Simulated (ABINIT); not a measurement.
# Beyond one shot: LiH (Fm-3m), part 2 of 5

Aim: iterate the self-energy on LiH (Fm-3m) and follow the gap from cycle to cycle.

ABINIT 10.8.3; PBE and many-body steps on it, plane waves. Known limits of the many-body steps: not at the basis limit.

So far. Step 4 (G0W0): The gap on the mesh goes from 3.02 eV to 4.93 eV, a correction of +1.91 eV. Step 5 (Self-consistent COHSEX, cycle 1): Against G0W0 in ABINIT (6×6×6 mesh, 79 bands, screening to 217.7 eV, Godby-Needs plasmon pole), the gap moves by +1.641 eV.

The database entry behind the starting cell differs from later determinations by our own check (the deuteride, about 0.2 % short), so it need not match the best structure at ambient conditions.

## (6) Screening, 6×6×6 mesh, 79 bands, screening to 217.7 eV

This step: RPA screening on PBE, plane waves, norm-conserving pseudopotentials.

Contents of run.abi:

```
acell 3*1.0 Angstrom
rprim 
  0.000000000000 2.036750000000 2.036750000000
  2.036750000000 -0.000000000000 2.036750000000
  2.036750000000 2.036750000000 -0.000000000000
ntypat 2
znucl 3 1
natom 2
typat 1 2
xred 
  0.000000000000 0.000000000000 0.000000000000
  0.500000000000 0.500000000000 0.500000000000
pp_dirpath "pseudos"
pseudos "Li.upf, H.upf"
ecut 33
ngkpt 6 6 6
nshiftk 1
shiftk 0 0 0
kptopt 1
chksymbreak 0
istwfk *1
occopt 1
irdwfk 1
optdriver 3
nband 79
ecuteps 8
inclvkb 2
awtr 1
symchi 1
gwcalctyp 27
nfreqre 1
nfreqim 0
mbpt_sciss 4.174 eV
nqptdm 1
qptdm 
  0 0 0
indata_prefix "in"
outdata_prefix "out"
tmpdata_prefix "tmp"
```

Command:

```
> OMP_NUM_THREADS=1 mpirun -n 4 abinit run.abi > log
```

The log of the run:

```text
.Version 10.8.3 of ABINIT. v10.8.2 released Aug 2026.

 Symmetries : space group Fm -3 m (#225); Bravais cF (face-center cubic)
[... echo of the input left out ...]
== DATASET  1 ==================================================================
-   mpi_nproc: 4, omp_nthreads: 1 (-1 if OMP is not activated)

--- !DatasetInfo
iteration_state: {dtset: 1, }
dimensions: {natom: 2, nkpt: 16, mband: 79, nsppol: 1, nspinor: 1, nspden: 1, mpw: 1056, }
cutoff_energies: {ecut:  33.0, pawecutdg:  -1.0, }
electrons: {nelect:   4.00000000E+00, charge:   0.00000000E+00, occopt:   1.00000000E+00, tsmear:   1.00000000E-02, }

 SCREENING: Calculation of the susceptibility and dielectric matrices

 Based on a program developped by R.W. Godby, V. Olevano, G. Onida, and L. Reining.
 Incorporated in ABINIT by V. Olevano, G.-M. Rignanese, and M. Torrent.
.Using double precision arithmetic ; gwpc =  8

[... cell and pseudopotentials left out ...]
--------------------------------------------------------------------------------

 ==== K-mesh for the wavefunctions ====
 Number of points in the irreducible wedge :    16
[... list of points left out ...]
 Together with 48 symmetry operations and time-reversal symmetry
 yields   216 points in the full Brillouin Zone.

 ==== Q-mesh for the screening function ====
 Number of points in the irreducible wedge :    16
[... list of points left out ...]
 Together with 48 symmetry operations and time-reversal symmetry
 yields   216 points in the full Brillouin Zone.

 setmesh: FFT mesh size selected  =    24x   24x   24
          total number of points  =        13824

 vcoul_init : cutoff-mode = AUXILIARY_FUNCTION
 q-points for optical limit:   1
     1)      0.000010    0.000020    0.000030

 Dielectric matrix will be calculated only for some
 selected q points provided by the user through the input variables
 nqptdm and qptdm

- screening: taking advantage of time-reversal symmetry
- Maximum band index for partially occupied states nbvw = 2
- Remaining bands to be divided among processors   nbcw = 77
- Number of bands treated by each node ~19

 rdqps: reading QP wavefunctions of the previous step
        looking for file in_QPS
 file not found, 1st iteration initialized with KS eigenelements

 screening : performing a first self-consistency
 update of the energies in W by a scissor operator
 applying a scissor operator of [eV] :   4.174

 Number of electrons calculated from density =    4.0000; Expected =    4.0000
 average of density, n =  0.035077
 r_s =    1.8951
 omega_plasma =   18.0662 [eV]

 calculating chi0 at frequencies [eV] :
  1    0.000000E+00    0.000000E+00

--------------------------------------------------------------------------------
  q-point number  1        q = ( 0.000000, 0.000000, 0.000000) [r.l.u.]
--------------------------------------------------------------------------------
[... chi0 elements left out ...]
 For q-point:  0.000010 0.000020 0.000030
  dielectric constant =   2.8720
  dielectric constant without local fields =   3.0472

  Average fulfillment of the sum rule on Im[epsilon] for q-point    1 :     96.94  [%]
[... wings left out ...]
== END DATASET(S) ==============================================================
================================================================================

 -outvars: echo values of variables after computation  --------
           etotal      0.0000000000E+00
            nband          79
             nkpt          16
          spgroup         225
 [... the other variables as echoed above ...]

 Calculation completed.
```

It took 2 s on 4 MPI ranks of Arm Neoverse V1, shared host; peak memory 0.16 GiB.

This step gave:

* ε∞ with local fields, on this mesh, along the program's q direction: 2.872
* the same without local fields: 3.047
* plasma frequency: 18.07 eV
* plane waves in the screening matrix: 137

This screening uses the functional's bands under a rigid shift, the mean opening of the cycle before.

## (7) Screening, 6×6×6 mesh, 79 bands, screening to 217.7 eV

This step: RPA screening on PBE from quasiparticle energies and orbitals, plane waves, norm-conserving pseudopotentials.

Edit run.abi of step 6 so:

```diff
@@ -32,6 +32,20 @@
 nfreqim 0
-mbpt_sciss 4.174 eV
-nqptdm 1
+irdqps 1
+nqptdm 15
 qptdm 
-  0 0 0
+  0.1666666667 0.0000000000 0.0000000000
+  0.3333333333 0.0000000000 0.0000000000
+  0.5000000000 0.0000000000 0.0000000000
+  0.1666666667 0.1666666667 0.0000000000
+  0.3333333333 0.1666666667 0.0000000000
+  0.5000000000 0.1666666667 0.0000000000
+  -0.3333333333 0.1666666667 0.0000000000
+  -0.1666666667 0.1666666667 0.0000000000
+  0.3333333333 0.3333333333 0.0000000000
+  0.5000000000 0.3333333333 0.0000000000
+  -0.3333333333 0.3333333333 0.0000000000
+  0.5000000000 0.5000000000 0.0000000000
+  0.5000000000 0.3333333333 0.1666666667
+  -0.3333333333 0.3333333333 0.1666666667
+  -0.3333333333 0.5000000000 0.1666666667
 indata_prefix "in"
```

Contents of mrgscr.stdin:

```
2
merged
q0_SCR
out_SCR
1
```

Command:

```
> OMP_NUM_THREADS=1 mpirun -n 4 abinit run.abi > log; mrgscr < mrgscr.stdin
```

The log of the run:

```text
.Version 10.8.3 of ABINIT. v10.8.2 released Aug 2026.

 Symmetries : space group Fm -3 m (#225); Bravais cF (face-center cubic)
[... echo of the input left out ...]
== DATASET  1 ==================================================================
-   mpi_nproc: 4, omp_nthreads: 1 (-1 if OMP is not activated)

--- !DatasetInfo
iteration_state: {dtset: 1, }
dimensions: {natom: 2, nkpt: 16, mband: 79, nsppol: 1, nspinor: 1, nspden: 1, mpw: 1056, }
cutoff_energies: {ecut:  33.0, pawecutdg:  -1.0, }
[...]
q-point number  1        q = ( 0.166667, 0.000000, 0.000000) [r.l.u.]
--------------------------------------------------------------------------------
[... chi0 elements left out ...]
  Average fulfillment of the sum rule on Im[epsilon] for q-point    2 :    121.91  [%]

--------------------------------------------------------------------------------
  q-point number  2        q = ( 0.333333, 0.000000, 0.000000) [r.l.u.]
--------------------------------------------------------------------------------
[... chi0 elements left out ...]
  Average fulfillment of the sum rule on Im[epsilon] for q-point    3 :    114.87  [%]

 [... 13 further q-points ...]
```

Run time: 16 s. Hardware: 4 MPI ranks; peak memory 0.61 GiB; 62 s of CPU time.

This step gave:

- plasma frequency: 18.07 eV
- plane waves in the screening matrix: 137

This screening reads the quasiparticle levels of the cycle before.

## (8) Self-consistent COHSEX, cycle 2

The corrected levels of the last cycle go back in.

This step: self-consistent COHSEX on PBE, plane waves, norm-conserving pseudopotentials.

Edit run.abi of step 7 so:

```diff
@@ -23,14 +23,10 @@
 irdwfk 1
-optdriver 3
+optdriver 4
 nband 79
-ecuteps 8
-inclvkb 2
-awtr 1
-symchi 1
 gwcalctyp 27
-nfreqre 1
-nfreqim 0
-irdqps 1
-nqptdm 15
-qptdm 
+ecutsigx 33
+symsigma 0
+nkptgw 16
+kptgw 
+  0.0000000000 0.0000000000 0.0000000000
   0.1666666667 0.0000000000 0.0000000000
@@ -50,2 +46,23 @@
   -0.3333333333 0.5000000000 0.1666666667
+bdgw 
+  1 28
+  1 28
+  1 28
+  1 28
+  1 28
+  1 28
+  1 28
+  1 28
+  1 28
+  1 28
+  1 28
+  1 28
+  1 28
+  1 28
+  1 28
+  1 28
+ecuteps 8
+irdscr 1
+irdqps 1
+rhoqpmix 0.3
 indata_prefix "in"
```

Command:

```
> OMP_NUM_THREADS=1 mpirun -n 4 abinit run.abi > log
```

The log of the run:

```text
.Version 10.8.3 of ABINIT. v10.8.2 released Aug 2026.

 Symmetries : space group Fm -3 m (#225); Bravais cF (face-center cubic)
[... echo of the input left out ...]
== DATASET  1 ==================================================================
-   mpi_nproc: 4, omp_nthreads: 1 (-1 if OMP is not activated)

--- !DatasetInfo
iteration_state: {dtset: 1, }
dimensions: {natom: 2, nkpt: 16, mband: 79, nsppol: 1, nspinor: 1, nspden: 1, mpw: 1056, }
cutoff_energies: {ecut:  33.0, pawecutdg:  -1.0, }
[...]
.  kptgw no:  3; Maximum DeltaE = (   1.141  -0.000) for band index: 19
[...]
.  kptgw no: 15; Maximum DeltaE = (   1.124   0.000) for band index: 26
.  kptgw no: 16; Maximum DeltaE = (   1.198  -0.000) for band index: 25

== END DATASET(S) ==============================================================
================================================================================

 -outvars: echo values of variables after computation  --------
           etotal      0.0000000000E+00
            nband          79
             nkpt          16
          spgroup         225
 [... the other variables as echoed above ...]

 Calculation completed.
```

The job ended after 3.3 min (4 MPI ranks; peak memory 1.2 GiB).

Numbers from this step:

```
quasiparticle gap on the mesh                         : 7.779 eV
gap of the density functional on the mesh             : 3.022 eV
k of the valence top                                  : -0.3333, 0.5, 0.1667
k of the conduction bottom                            : 0.5, 0.5, 0
least direct quasiparticle gap on the computed points : 7.805 eV
```

Against the cycle before, the gap moves by +1.206 eV.

## (9) Screening, 6×6×6 mesh, 79 bands, screening to 217.7 eV

This step: RPA screening on PBE, plane waves, norm-conserving pseudopotentials.

Contents of run.abi:

```
acell 3*1.0 Angstrom
rprim 
  0.000000000000 2.036750000000 2.036750000000
  2.036750000000 -0.000000000000 2.036750000000
  2.036750000000 2.036750000000 -0.000000000000
ntypat 2
znucl 3 1
natom 2
typat 1 2
xred 
  0.000000000000 0.000000000000 0.000000000000
  0.500000000000 0.500000000000 0.500000000000
pp_dirpath "pseudos"
pseudos "Li.upf, H.upf"
ecut 33
ngkpt 6 6 6
nshiftk 1
shiftk 0 0 0
kptopt 1
chksymbreak 0
istwfk *1
occopt 1
irdwfk 1
optdriver 3
nband 79
ecuteps 8
inclvkb 2
awtr 1
symchi 1
gwcalctyp 27
nfreqre 1
nfreqim 0
mbpt_sciss 5.385 eV
nqptdm 1
qptdm 
  0 0 0
indata_prefix "in"
outdata_prefix "out"
tmpdata_prefix "tmp"
```

The log of the run:

```text
.Version 10.8.3 of ABINIT. v10.8.2 released Aug 2026.

 Symmetries : space group Fm -3 m (#225); Bravais cF (face-center cubic)
[... echo of the input left out ...]
== DATASET  1 ==================================================================
-   mpi_nproc: 4, omp_nthreads: 1 (-1 if OMP is not activated)

--- !DatasetInfo
iteration_state: {dtset: 1, }
dimensions: {natom: 2, nkpt: 16, mband: 79, nsppol: 1, nspinor: 1, nspden: 1, mpw: 1056, }
cutoff_energies: {ecut:  33.0, pawecutdg:  -1.0, }
[...]
[... chi0 elements left out ...]
 For q-point:  0.000010 0.000020 0.000030
  dielectric constant =   2.6833
  dielectric constant without local fields =   2.8303

  Average fulfillment of the sum rule on Im[epsilon] for q-point    1 :     98.96  [%]
[... wings left out ...]
== END DATASET(S) ==============================================================
================================================================================

 -outvars: echo values of variables after computation  --------
           etotal      0.0000000000E+00
            nband          79
             nkpt          16
          spgroup         225
 [... the other variables as echoed above ...]

 Calculation completed.
```

It took 2 s on 4 MPI ranks; peak memory 0.16 GiB; 7.6 s of CPU time.

This step gave:

```
ε∞ with local fields, on this mesh, along the program's q direction : 2.683
the same without local fields                                       : 2.830
plasma frequency                                                    : 18.07 eV
plane waves in the screening matrix                                 : 137
```

This screening uses the functional's bands under a rigid shift, the mean opening of the cycle before.

## (10) Screening, 6×6×6 mesh, 79 bands, screening to 217.7 eV

This step: RPA screening on PBE from quasiparticle energies and orbitals, plane waves, norm-conserving pseudopotentials.

Edit run.abi of step 9 so:

```diff
@@ -32,6 +32,20 @@
 nfreqim 0
-mbpt_sciss 5.385 eV
-nqptdm 1
+irdqps 1
+nqptdm 15
 qptdm 
-  0 0 0
+  0.1666666667 0.0000000000 0.0000000000
+  0.3333333333 0.0000000000 0.0000000000
+  0.5000000000 0.0000000000 0.0000000000
+  0.1666666667 0.1666666667 0.0000000000
+  0.3333333333 0.1666666667 0.0000000000
+  0.5000000000 0.1666666667 0.0000000000
+  -0.3333333333 0.1666666667 0.0000000000
+  -0.1666666667 0.1666666667 0.0000000000
+  0.3333333333 0.3333333333 0.0000000000
+  0.5000000000 0.3333333333 0.0000000000
+  -0.3333333333 0.3333333333 0.0000000000
+  0.5000000000 0.5000000000 0.0000000000
+  0.5000000000 0.3333333333 0.1666666667
+  -0.3333333333 0.3333333333 0.1666666667
+  -0.3333333333 0.5000000000 0.1666666667
 indata_prefix "in"
```

mrgscr.stdin is that of step 7.

Command:

```
> OMP_NUM_THREADS=1 mpirun -n 4 abinit run.abi > log; mrgscr < mrgscr.stdin
```

The log of the run:

```text
.Version 10.8.3 of ABINIT. v10.8.2 released Aug 2026.

 Symmetries : space group Fm -3 m (#225); Bravais cF (face-center cubic)
[... echo of the input left out ...]
== DATASET  1 ==================================================================
-   mpi_nproc: 4, omp_nthreads: 1 (-1 if OMP is not activated)

--- !DatasetInfo
iteration_state: {dtset: 1, }
dimensions: {natom: 2, nkpt: 16, mband: 79, nsppol: 1, nspinor: 1, nspden: 1, mpw: 1056, }
cutoff_energies: {ecut:  33.0, pawecutdg:  -1.0, }
[...]
q-point number  1        q = ( 0.166667, 0.000000, 0.000000) [r.l.u.]
--------------------------------------------------------------------------------
[... chi0 elements left out ...]
  Average fulfillment of the sum rule on Im[epsilon] for q-point    2 :    126.35  [%]

--------------------------------------------------------------------------------
  q-point number  2        q = ( 0.333333, 0.000000, 0.000000) [r.l.u.]
--------------------------------------------------------------------------------
[... chi0 elements left out ...]
  Average fulfillment of the sum rule on Im[epsilon] for q-point    3 :    118.48  [%]

 [... 13 further q-points ...]
```

Elapsed: 16 s, on 4 MPI ranks; peak memory 0.61 GiB.

This step gave:

```yaml
plasma_frequency: 18.07 eV
plane_waves_in_the_screening_matrix: 137
```

This screening reads the quasiparticle levels of the cycle before.

## (11) Self-consistent COHSEX, cycle 3

This step: self-consistent COHSEX on PBE, plane waves, norm-conserving pseudopotentials.

Edit run.abi of step 10 so:

```diff
@@ -23,14 +23,10 @@
 irdwfk 1
-optdriver 3
+optdriver 4
 nband 79
-ecuteps 8
-inclvkb 2
-awtr 1
-symchi 1
 gwcalctyp 27
-nfreqre 1
-nfreqim 0
-irdqps 1
-nqptdm 15
-qptdm 
+ecutsigx 33
+symsigma 0
+nkptgw 16
+kptgw 
+  0.0000000000 0.0000000000 0.0000000000
   0.1666666667 0.0000000000 0.0000000000
@@ -50,2 +46,23 @@
   -0.3333333333 0.5000000000 0.1666666667
+bdgw 
+  1 28
+  1 28
+  1 28
+  1 28
+  1 28
+  1 28
+  1 28
+  1 28
+  1 28
+  1 28
+  1 28
+  1 28
+  1 28
+  1 28
+  1 28
+  1 28
+ecuteps 8
+irdscr 1
+irdqps 1
+rhoqpmix 0.3
 indata_prefix "in"
```

Command:

```
> OMP_NUM_THREADS=1 mpirun -n 4 abinit run.abi > log
```

The log of the run:

```text
.Version 10.8.3 of ABINIT. v10.8.2 released Aug 2026.

 Symmetries : space group Fm -3 m (#225); Bravais cF (face-center cubic)
[... echo of the input left out ...]
== DATASET  1 ==================================================================
-   mpi_nproc: 4, omp_nthreads: 1 (-1 if OMP is not activated)

--- !DatasetInfo
iteration_state: {dtset: 1, }
dimensions: {natom: 2, nkpt: 16, mband: 79, nsppol: 1, nspinor: 1, nspden: 1, mpw: 1056, }
cutoff_energies: {ecut:  33.0, pawecutdg:  -1.0, }
[...]
.  kptgw no:  3; Maximum DeltaE = (   0.306  -0.000) for band index: 14
[...]
.  kptgw no: 15; Maximum DeltaE = (   0.295   0.000) for band index: 26
.  kptgw no: 16; Maximum DeltaE = (   0.328   0.000) for band index: 25

== END DATASET(S) ==============================================================
================================================================================

 -outvars: echo values of variables after computation  --------
           etotal      0.0000000000E+00
            nband          79
             nkpt          16
          spgroup         225
 [... the other variables as echoed above ...]

 Calculation completed.
```

It took 3.3 min on 4 MPI ranks; peak memory 1.2 GiB.

This step gave:

| Item | Value |
| --- | --- |
| quasiparticle gap on the mesh | 8.107 eV |
| gap of the density functional on the mesh | 3.022 eV |
| k of the valence top | -0.3333, 0.5, 0.1667 |
| k of the conduction bottom | 0.5, 0.5, 0 |
| least direct quasiparticle gap on the computed points | 8.142 eV |

Against the cycle before, the gap moves by +0.328 eV.

## (12) Screening, 6×6×6 mesh, 79 bands, screening to 217.7 eV

This step: RPA screening on PBE, plane waves, norm-conserving pseudopotentials.

Contents of run.abi:

```
acell 3*1.0 Angstrom
rprim 
  0.000000000000 2.036750000000 2.036750000000
  2.036750000000 -0.000000000000 2.036750000000
  2.036750000000 2.036750000000 -0.000000000000
ntypat 2
znucl 3 1
natom 2
typat 1 2
xred 
  0.000000000000 0.000000000000 0.000000000000
  0.500000000000 0.500000000000 0.500000000000
pp_dirpath "pseudos"
pseudos "Li.upf, H.upf"
ecut 33
ngkpt 6 6 6
nshiftk 1
shiftk 0 0 0
kptopt 1
chksymbreak 0
istwfk *1
occopt 1
irdwfk 1
optdriver 3
nband 79
ecuteps 8
inclvkb 2
awtr 1
symchi 1
gwcalctyp 27
nfreqre 1
nfreqim 0
mbpt_sciss 5.702 eV
nqptdm 1
qptdm 
  0 0 0
indata_prefix "in"
outdata_prefix "out"
tmpdata_prefix "tmp"
```

The log of the run:

```text
.Version 10.8.3 of ABINIT. v10.8.2 released Aug 2026.

 Symmetries : space group Fm -3 m (#225); Bravais cF (face-center cubic)
[... echo of the input left out ...]
== DATASET  1 ==================================================================
-   mpi_nproc: 4, omp_nthreads: 1 (-1 if OMP is not activated)

--- !DatasetInfo
iteration_state: {dtset: 1, }
dimensions: {natom: 2, nkpt: 16, mband: 79, nsppol: 1, nspinor: 1, nspden: 1, mpw: 1056, }
cutoff_energies: {ecut:  33.0, pawecutdg:  -1.0, }
[...]
[... chi0 elements left out ...]
 For q-point:  0.000010 0.000020 0.000030
  dielectric constant =   2.6405
  dielectric constant without local fields =   2.7813

  Average fulfillment of the sum rule on Im[epsilon] for q-point    1 :     99.48  [%]
[... wings left out ...]
== END DATASET(S) ==============================================================
================================================================================

 -outvars: echo values of variables after computation  --------
           etotal      0.0000000000E+00
            nband          79
             nkpt          16
          spgroup         225
 [... the other variables as echoed above ...]

 Calculation completed.
```

It took 2 s on 4 MPI ranks; peak memory 0.16 GiB.

Numbers from this step:

```
ε∞ with local fields, on this mesh, along the program's q direction : 2.640
the same without local fields                                       : 2.781
plasma frequency                                                    : 18.07 eV
plane waves in the screening matrix                                 : 137
```

This screening uses the functional's bands under a rigid shift, the mean opening of the cycle before.

[end of part 2 of 5]

[Paths, hosts, dates, memory and timing lines, banners, echoed tables and standing remarks are left out of the program output.]

[Logs are printed without paths, hosts, clocks, repeated set-up lines and the standing remarks that a program may print on its own settings, such as how far it seeks lower states.]

[Runs of the session that timed out or met a known fault of the program may be left out.]

[Hosts, paths, dates, database ids (printed as entryN), source tags and the programs' standing remarks are cut or masked in the printed files.]

[G0W0 gaps are taken among the corrected bands and points alone; a level outside them can change the order at an edge.]

[Where Ansatz stands beside ABINIT at settings called matched, ABINIT's density can come from a denser mesh and the files from another edition; pairs whose starting gaps differed by over 0.03 eV were left out, so agreement reads better than it is.]
